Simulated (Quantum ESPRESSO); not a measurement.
# CuI (Marshite) (F-43m) in Quantum ESPRESSO: notebook, part 2 of 2

Quantum ESPRESSO 7.5. The steps go on from the part before.

**3. Phonons, LDA**

The input, pw.in:

```
&CONTROL
  calculation = 'scf'
  prefix = 'pwscf'
  outdir = './tmp'
  pseudo_dir = './pseudo'
  tprnfor = .true.
  tstress = .true.
  disk_io = 'low'
/
&SYSTEM
  ibrav = 0
  nat = 2
  ntyp = 2
  ecutwfc = 54
  ecutrho = 324
  nbnd = 20
  occupations = 'smearing'
  smearing = 'fd'
  degauss = 0.00367493
/
&ELECTRONS
  conv_thr = 4d-10
  electron_maxstep = 120
  mixing_beta = 0.5
/
ATOMIC_SPECIES
I    126.9045 I.LDA_PW-JTH.UPF
Cu    63.5460 Cu.LDA_PW-JTH.UPF
CELL_PARAMETERS angstrom
   0.0000000000    3.0315000000    3.0315000000
   3.0315000000    0.0000000000    3.0315000000
   3.0315000000    3.0315000000    0.0000000000
ATOMIC_POSITIONS crystal
I      0.0000000000    0.0000000000    0.0000000000
Cu     0.7500000000    0.7500000000    0.7500000000
K_POINTS automatic
6 6 6 1 1 1
```

The input, relax.in:

```
&CONTROL
  calculation = 'vc-relax'
  prefix = 'pwscf'
  outdir = './tmp'
  pseudo_dir = './pseudo'
  tprnfor = .true.
  tstress = .true.
  disk_io = 'low'
  nstep = 40
  forc_conv_thr = 0.0001
  etot_conv_thr = 1d-06
/
&SYSTEM
  ibrav = 0
  nat = 2
  ntyp = 2
  ecutwfc = 54
  ecutrho = 324
  nbnd = 20
  occupations = 'smearing'
  smearing = 'fd'
  degauss = 0.00367493
/
&ELECTRONS
  conv_thr = 4d-10
  electron_maxstep = 120
  mixing_beta = 0.5
/
&IONS
  ion_dynamics = 'bfgs'
/
&CELL
  cell_dynamics = 'bfgs'
  press = 0
  press_conv_thr = 0.2
/
ATOMIC_SPECIES
I    126.9045 I.LDA_PW-JTH.UPF
Cu    63.5460 Cu.LDA_PW-JTH.UPF
CELL_PARAMETERS angstrom
   0.0000000000    3.0315000000    3.0315000000
   3.0315000000    0.0000000000    3.0315000000
   3.0315000000    3.0315000000    0.0000000000
ATOMIC_POSITIONS crystal
I      0.0000000000    0.0000000000    0.0000000000
Cu     0.7500000000    0.7500000000    0.7500000000
K_POINTS automatic
6 6 6 1 1 1
```

The input, gamma.in:

```
&CONTROL
  calculation = 'bands'
  prefix = 'pwscf'
  outdir = './tmp'
  pseudo_dir = './pseudo'
  disk_io = 'low'
  verbosity = 'high'
/
&SYSTEM
  ibrav = 0
  nat = 2
  ntyp = 2
  ecutwfc = 54
  ecutrho = 324
  nbnd = 20
  occupations = 'smearing'
  smearing = 'fd'
  degauss = 0.00367493
/
&ELECTRONS
  conv_thr = 1d-08
  electron_maxstep = 120
  mixing_beta = 0.5
  diago_full_acc = .true.
  startingwfc = 'random'
/
ATOMIC_SPECIES
I    126.9045 I.LDA_PW-JTH.UPF
Cu    63.5460 Cu.LDA_PW-JTH.UPF
CELL_PARAMETERS angstrom
   0.0000000000    2.9415184700    2.9415184700
   2.9415184700    0.0000000000    2.9415184700
   2.9415184700    2.9415184700    0.0000000000
ATOMIC_POSITIONS crystal
I      0.0000000000    0.0000000000    0.0000000000
Cu     0.7500000000    0.7500000000    0.7500000000
K_POINTS crystal
1
0.0 0.0 0.0 1
```

The input, scf2.in:

```
&CONTROL
  calculation = 'scf'
  prefix = 'pwscf'
  outdir = './tmp'
  pseudo_dir = './pseudo'
  tprnfor = .true.
  tstress = .true.
  disk_io = 'low'
/
&SYSTEM
  ibrav = 0
  nat = 2
  ntyp = 2
  ecutwfc = 54
  ecutrho = 324
  nbnd = 20
  occupations = 'fixed'
/
&ELECTRONS
  conv_thr = 1d-13
  electron_maxstep = 120
  mixing_beta = 0.5
  startingpot = 'file'
/
ATOMIC_SPECIES
I    126.9045 I.LDA_PW-JTH.UPF
Cu    63.5460 Cu.LDA_PW-JTH.UPF
CELL_PARAMETERS angstrom
   0.0000000000    2.9415184700    2.9415184700
   2.9415184700    0.0000000000    2.9415184700
   2.9415184700    2.9415184700    0.0000000000
ATOMIC_POSITIONS crystal
I      0.0000000000    0.0000000000    0.0000000000
Cu     0.7500000000    0.7500000000    0.7500000000
K_POINTS automatic
6 6 6 1 1 1
```

The input, ph.in:

```
phonons of CuI
&INPUTPH
  prefix = 'pwscf'
  outdir = './tmp'
  tr2_ph = 1d-18
  fildyn = 'dyn'
  niter_ph = 90
  alpha_mix(1) = 0.7
  epsil = True
/
0.0000000000 0.0000000000 0.0000000000
```

The input, dynmat.in:

```
&INPUT
  fildyn = 'dyn'
  asr = 'crystal'
  lperm = .true.
  filout = 'dynmat.disp'
  fileig = 'dynmat.eig'
/
```

The input, dynmat_lo.in:

```
&INPUT
  fildyn = 'dyn'
  asr = 'crystal'
  filout = 'dynmat_lo.disp'
  fileig = 'dynmat_lo.eig'
  q(1) = 0
  q(2) = 0
  q(3) = 1
/
```

Potentials or basis: JTH 2.0 LDA.

Run with:

```console
OMP_NUM_THREADS=1 pw.x -in pw.in > pw.out
OMP_NUM_THREADS=1 pw.x -in relax.in > relax.out
OMP_NUM_THREADS=1 pw.x -in gamma.in > gamma.out
OMP_NUM_THREADS=1 pw.x -in scf2.in > scf2.out
OMP_NUM_THREADS=1 ph.x -in ph.in > ph.out
OMP_NUM_THREADS=1 dynmat.x -in dynmat.in > dynmat.out
OMP_NUM_THREADS=1 dynmat.x -in dynmat_lo.in > dynmat_lo.out
```

pw.out:

```text
This program is part of the open-source Quantum ESPRESSO suite
     for quantum simulation of materials; please cite
         "P. Giannozzi et al., J. Phys.:Condens. Matter 21 395502 (2009);
         "P. Giannozzi et al., J. Phys.:Condens. Matter 29 465901 (2017);
         "P. Giannozzi et al., J. Chem. Phys. 152 154105 (2020);
     in publications or presentations arising from this work. More details at

     file I.LDA_PW-JTH.UPF: wavefunction(s)  0S 0P renormalized
     file Cu.LDA_PW-JTH.UPF: wavefunction(s)  3S 3P 0P 3D 0D renormalized
     Message from routine setup:
     using ibrav=0 with symmetry is DISCOURAGED, use correct ibrav instead

     G-vector sticks info
     --------------------
     sticks:   dense  smooth     PW     G-vecs:    dense   smooth      PW
     Sum        1483     967    301                37117    20107    3383

     Using Slab Decomposition

     bravais-lattice index     =            0
     lattice parameter (alat)  =       8.1016  a.u.
     unit-cell volume          =     376.0099 (a.u.)^3
     number of atoms/cell      =            2
     number of atomic types    =            2
     number of electrons       =        26.00
     number of Kohn-Sham states=           20
     kinetic-energy cutoff     =      54.0000  Ry
     charge density cutoff     =     324.0000  Ry
     scf convergence threshold =      4.0E-10
     mixing beta               =       0.5000
     number of iterations used =            8  plain     mixing
     Exchange-correlation= SLA PW NOGX NOGC
                           (   1   4   0   0   0   0   0)

     celldm(1)=   8.101612  celldm(2)=   0.000000  celldm(3)=   0.000000
     celldm(4)=   0.000000  celldm(5)=   0.000000  celldm(6)=   0.000000

     crystal axes: (cart. coord. in units of alat)
               a(1) = (   0.000000   0.707107   0.707107 )
               a(2) = (   0.707107   0.000000   0.707107 )
               a(3) = (   0.707107   0.707107   0.000000 )

     reciprocal axes: (cart. coord. in units 2 pi/alat)
               b(1) = ( -0.707107  0.707107  0.707107 )
               b(2) = (  0.707107 -0.707107  0.707107 )
               b(3) = (  0.707107  0.707107 -0.707107 )

     PseudoPot. # 1 for I  read from file:
     I.LDA_PW-JTH.UPF
     Pseudo is Projector augmented-wave + core cor, Zval =  7.0
     Generated using ATOMPAW code
     Shape of augmentation charge: SINC**2
     Using radial grid of 1095 points,  4 beta functions with:
                l(1) =   0
                l(2) =   0
                l(3) =   1
                l(4) =   1
     Q(r) pseudized with 0 coefficients

     PseudoPot. # 2 for Cu read from file:
     Cu.LDA_PW-JTH.UPF
     Pseudo is Projector augmented-wave + core cor, Zval = 19.0
     Generated using ATOMPAW code
     Shape of augmentation charge: SINC**2
     Using radial grid of 1047 points,  6 beta functions with:
                l(1) =   0
                l(2) =   0
                l(3) =   1
                l(4) =   1
                l(5) =   2
                l(6) =   2
     Q(r) pseudized with 0 coefficients

     atomic species   valence    mass     pseudopotential
     I                 7.00   126.90450     I ( 1.00)
     Cu               19.00    63.54600     Cu( 1.00)

     24 Sym. Ops. (no inversion) found

   Cartesian axes

     site n.     atom                  positions (alat units)
         1        I      tau(   1) = (   0.0000000   0.0000000   0.0000000  )
         2        Cu     tau(   2) = (   1.0606602   1.0606602   1.0606602  )

     number of k points=    28  Fermi-Dirac smearing, width (Ry)=  0.0037
                       cart. coord. in units 2pi/alat
        k(    1) = (   0.0589256   0.0589256   0.0589256), wk =   0.0185185
        k(    2) = (   0.1767767   0.1767767  -0.0589256), wk =   0.0555556
        k(    3) = (   0.2946278   0.2946278  -0.1767767), wk =   0.0555556
        k(    4) = (  -0.2946278  -0.2946278   0.4124790), wk =   0.0555556
        k(    5) = (  -0.1767767  -0.1767767   0.2946278), wk =   0.0555556
        k(    6) = (  -0.0589256  -0.0589256   0.1767767), wk =   0.0555556
[... 20 lines left out ...]
        k(   27) = (   0.2946278   0.2946278   0.2946278), wk =   0.0185185
        k(   28) = (  -0.2946278  -0.2946278   0.8838835), wk =   0.0555556

     Dense  grid:    37117 G-vectors     FFT dimensions: (  48,  48,  48)

     Smooth grid:    20107 G-vectors     FFT dimensions: (  40,  40,  40)

     Check: negative core charge=   -0.000001

     Initial potential from superposition of free atoms

     starting charge      25.9997, renormalised to      26.0000

     negative rho (up, down):  3.710E-03 0.000E+00
     Starting wfcs are   26 randomized atomic wfcs

     Self-consistent Calculation

     iteration #  1     ecut=    54.00 Ry     beta= 0.50
     Davidson diagonalization with overlap
     ethr =  1.00E-02,  avg # of iterations =  7.3

     Threshold (ethr) on eigenvalues was too large:
     Diagonalizing with lowered threshold

     Davidson diagonalization with overlap
     ethr =  1.96E-04,  avg # of iterations =  4.4

     negative rho (up, down):  3.969E-03 0.000E+00
[... 76 lines left out ...]
     iteration # 10     ecut=    54.00 Ry     beta= 0.50
     Davidson diagonalization with overlap
     ethr =  1.61E-10,  avg # of iterations =  2.0

     negative rho (up, down):  4.260E-03 0.000E+00

     End of self-consistent calculation

          k = 0.0589 0.0589 0.0589 (  2541 PWs)   bands (ev):

  -103.7232 -61.5795 -61.5795 -61.5795  -7.0824   3.1869   3.3284   3.3284
     5.0772   5.0772   6.5862   6.9133   6.9133   8.3334  11.7509  11.9539
    11.9539  15.6766  16.4212  16.4212

          k = 0.1768 0.1768-0.0589 (  2543 PWs)   bands (ev):

  -103.7232 -61.5796 -61.5795 -61.5795  -6.9251   2.6086   3.2759   3.3572
     5.0512   5.0892   5.9094   6.4247   6.7741   9.2524  11.6679  12.2530
    12.5896  15.3260  16.0478  16.9425

          k = 0.2946 0.2946-0.1768 (  2516 PWs)   bands (ev):

  -103.7232 -61.5796 -61.5795 -61.5795  -6.6588   1.7266   3.2411   3.3649
     5.0697   5.1099   5.3195   6.1192   6.4076   9.3686  12.3132  12.5212
    13.4083  16.1049  16.1438  17.7040

          k =-0.2946-0.2946 0.4125 (  2514 PWs)   bands (ev):
[... 19 lines left out ...]
  -103.7232 -61.5796 -61.5795 -61.5795  -6.8506   2.4502   3.2790   3.2920
     5.0079   5.1165   5.8791   6.2793   6.3246   9.8490  10.6994  13.0029
    13.2141  14.4077  17.2120  17.8633

          k = 0.4125 0.1768-0.0589 (  2520 PWs)   bands (ev):

  -103.7232 -61.5796 -61.5795 -61.5795  -6.6304   1.9219   3.0704   3.3014
     5.0046   5.1340   5.4383   5.7780   6.1009  10.2825  11.0365  12.6217
    14.0272  15.4972  18.1351  18.6581

          k =-0.1768-0.4125 0.5303 (  2515 PWs)   bands (ev):
[... 7 lines left out ...]
  -103.7232 -61.5796 -61.5796 -61.5795  -6.5656   1.8310   2.8279   3.3430
     5.0403   5.0933   5.3401   5.6156   6.1832  10.4151  11.8241  12.4210
    13.8153  15.5889  17.5737  18.8667

          k = 0.0589-0.1768 0.2946 (  2532 PWs)   bands (ev):

  -103.7232 -61.5796 -61.5795 -61.5795  -6.7917   2.2466   3.1925   3.3467
     5.0270   5.1117   5.6564   6.0802   6.5042   9.8239  11.3864  12.6233
    12.9994  15.0094  16.8731  17.6529

          k = 0.5303 0.0589 0.0589 (  2514 PWs)   bands (ev):
[... 7 lines left out ...]
  -103.7232 -61.5796 -61.5796 -61.5796  -6.3956   1.5856   2.8404   3.2150
     5.0032   5.1043   5.1834   5.4272   5.6287  10.0973  10.7142  14.2530
    15.2940  16.5789  18.6295  19.3837

          k = 0.0589-0.4125 0.5303 (  2517 PWs)   bands (ev):

  -103.7232 -61.5796 -61.5796 -61.5795  -6.4293   1.7954   2.4795   3.2856
     4.9764   5.0874   5.2691   5.4352   5.8460  10.4332  11.9465  13.2651
    14.5196  15.3483  17.1988  19.9604

          k = 0.1768-0.2946 0.4125 (  2510 PWs)   bands (ev):

  -103.7232 -61.5796 -61.5795 -61.5795  -6.5615   1.5947   3.0796   3.3396
     5.0640   5.1083   5.2321   5.8853   6.1700   9.8011  11.8613  12.9009
    13.7528  16.2585  17.2071  18.3481

          k =-0.6482 0.0589 0.0589 (  2502 PWs)   bands (ev):

  -103.7232 -61.5796 -61.5796 -61.5796  -6.3974   1.4510   3.1266   3.2360
     5.0174   5.1638   5.1717   5.4813   5.5048   9.6882  10.0168  15.4067
    16.2412  16.6813  18.8193  19.5150

          k =-0.5303 0.1768-0.0589 (  2510 PWs)   bands (ev):

  -103.7232 -61.5796 -61.5796 -61.5795  -6.4836   1.6958   2.9349   3.2494
     5.0012   5.1290   5.2685   5.5541   5.7814  10.2307  10.8445  13.2206
    15.0862  16.1726  18.8449  19.2498

          k =-0.4125 0.0589 0.0589 (  2520 PWs)   bands (ev):

  -103.7232 -61.5796 -61.5795 -61.5795  -6.6681   2.0014   3.2210   3.2672
     4.9722   5.1435   5.6026   5.9160   5.9325  10.0791  10.3838  13.4464
    14.2013  14.9979  17.8737  19.2393

          k = 0.1768 0.1768 0.1768 (  2529 PWs)   bands (ev):
[... 37 lines left out ...]
  -103.7232 -61.5796 -61.5796 -61.5796  -6.3937   1.7930   2.5119   3.1774
     4.9925   5.0711   5.2006   5.3691   5.7122  10.9306  11.5478  12.9822
    14.0935  16.6021  18.5728  19.3065

          k =-0.7660 0.1768 0.1768 (  2523 PWs)   bands (ev):

  -103.7232 -61.5796 -61.5796 -61.5796  -6.4073   1.6857   2.6044   3.2866
     4.9628   5.1195   5.2131   5.4700   5.7206   9.9887  11.5324  14.1574
    14.7776  15.6697  17.4929  20.2280

          k = 0.2946 0.2946 0.2946 (  2512 PWs)   bands (ev):
[... 7 lines left out ...]
  -103.7232 -61.5796 -61.5796 -61.5795  -6.5149   1.5475   2.9571   3.3450
     5.0509   5.0949   5.2167   5.7726   6.1100   9.9125  11.8398  13.0424
    14.1280  16.4151  17.0916  17.7691

     the Fermi energy is     7.6439 ev

!    total energy              =    -848.99498522 Ry
     total all-electron energy =      -848.994985 Ry
     estimated scf accuracy    <          1.0E-10 Ry
     smearing contrib. (-TS)   =      -0.00000000 Ry
     internal energy E=F+TS    =    -848.99498522 Ry

     The total energy is F=E-TS. E is the sum of the following terms:
     one-electron contribution =    -395.91633551 Ry
     hartree contribution      =     150.64486028 Ry
     xc contribution           =     -38.58473872 Ry
     ewald contribution        =    -182.68600940 Ry
     one-center paw contrib.   =    -382.45276187 Ry

     convergence has been achieved in  10 iterations

     negative rho (up, down):  4.260E-03 0.000E+00

     Forces acting on atoms (cartesian axes, Ry/au):

     atom    1 type  1   force =    -0.00000000   -0.00000000    0.00000000
     atom    2 type  2   force =    -0.00000000   -0.00000000   -0.00000000

     Total force =     0.000000     Total SCF correction =     0.000000

     Computing stress (Cartesian axis) and pressure

     negative rho (up, down):  4.260E-03 0.000E+00
          total   stress  (Ry/bohr**3)                   (kbar)     P=      -39.97
  -0.00027171   0.00000000  -0.00000000          -39.97        0.00       -0.00
   0.00000000  -0.00027171  -0.00000000            0.00      -39.97       -0.00
  -0.00000000  -0.00000000  -0.00027171           -0.00       -0.00      -39.97

=------------------------------------------------------------------------------=
   JOB DONE.
=------------------------------------------------------------------------------=
```

Run time: 18 min. Hardware: 1 thread of Arm Neoverse V2, shared host; peak memory 0.2 GiB.

What came out:

| Property | Result |
| --- | --- |
| Free energy | -11551.2292 eV |
| Relaxed volume | 25.45 Å³/atom |
| Relaxed cell | a = 4.160 Å, b = 4.160 Å, c = 4.160 Å, α = 60.00°, β = 60.00°, γ = 60.00° |
| Space group after relaxing (to 0.05 Å) | F-43m (No. 216) |
| Pressure after relaxing | 0.1 GPa |
| Electronic dielectric tensor (diagonal) | 6.78 |
| Born charges (mean of the diagonal) | I -1.01; Cu +0.99 e |
| Highest phonon frequency at Γ, LO-TO splitting left out | 159 cm⁻¹ |
| Static dielectric tensor (diagonal) | 7.68 |

Step by step:
| step | energy change (eV) | largest force (eV/Å) | pressure (GPa) | volume (Å³) |
| --- | --- | --- | --- | --- |
| 1 | 0.0000 | 0.0000 | -4.00 | 55.72 |
| 2 | -0.0257 | 0.0000 | -3.23 | 54.59 |
| 3 | -0.0532 | 0.0000 | -1.98 | 52.93 |
| 4 | -0.0657 | 0.0000 | 0.46 | 50.50 |
| 5 | -0.0662 | 0.0000 | -0.04 | 50.94 |
| 6 | -0.0662 | 0.0000 | 0.00 | 50.90 |

Final structure:
```cif
data_structure
_symmetry_space_group_name_H-M 'P 1'
_symmetry_Int_Tables_number 1
_cell_length_a 4.1599
_cell_length_b 4.1599
_cell_length_c 4.1599
_cell_angle_alpha 60.000
_cell_angle_beta 60.000
_cell_angle_gamma 60.000
_cell_volume 50.90
loop_
_atom_site_label
_atom_site_type_symbol
_atom_site_fract_x
_atom_site_fract_y
_atom_site_fract_z
_atom_site_occupancy
I1 I 0.00000 0.00000 0.00000 1
Cu1 Cu 0.75000 0.75000 0.75000 1
```

Levels at points of the mesh, in eV from the valence-band top:
```tsv
k point	band 9	band 10	band 11	band 12	band 13	band 14	band 15	band 16	band 17	band 18
(0.08, 0.08, 0.08)	-2.22	-2.22	-0.37	0.00	0.00	1.69	4.78	4.97	4.97	9.01
```

Phonon frequencies in cm⁻¹ (negative: imaginary):
```csv
q point,frequencies
"(0.000, 0.000, 0.000)",1 1 1 159 159 159
```

Electronic dielectric tensor:
```
6.78 0.00 0.00
0.00 6.78 0.00
0.00 0.00 6.78
```

Born effective charge tensors (e):
atom 1, I
```
-1.01  0.00  0.00
 0.00 -1.01  0.00
 0.00  0.00 -1.01
```
atom 2, Cu
```
0.99 0.00 0.00
0.00 0.99 0.00
0.00 0.00 0.99
```

Optical modes at Γ, degenerate ones joined, polar ones without the macroscopic field:
```tsv
cm⁻¹	components	symmetry	active in	IR intensity, summed ((D/Å)²/amu)
159	3	T2	IR and Raman	1.63
```

Zone-centre frequencies without and with the macroscopic field along z (cm⁻¹):
|  | optical modes in rising order |
| --- | --- |
| without | 159 159 159 |
| with the field | 159 159 169 |

Static dielectric tensor, electrons and zone-centre modes:
```
7.68 0.00 0.00
0.00 7.68 0.00
0.00 0.00 7.68
```

The run has no spin-orbit coupling, so splittings on I are missing.

**4. Comparison with measurements**

Step 2. A measured high-frequency dielectric constant of CuI is 4.84 (a printed reference work, data compilation); the calculated 6.43 misses it by +32.9 %. So large a miss can be the level of theory's own, or it may mean another phase, state or a wrong row.

Step 3. Against the measured high-frequency dielectric constant of CuI, 4.84 (a printed reference work, data compilation), the calculated 6.78 is off by +40.1 %. So large a miss can be the level of theory's own, or it may mean another phase, state or a wrong row.
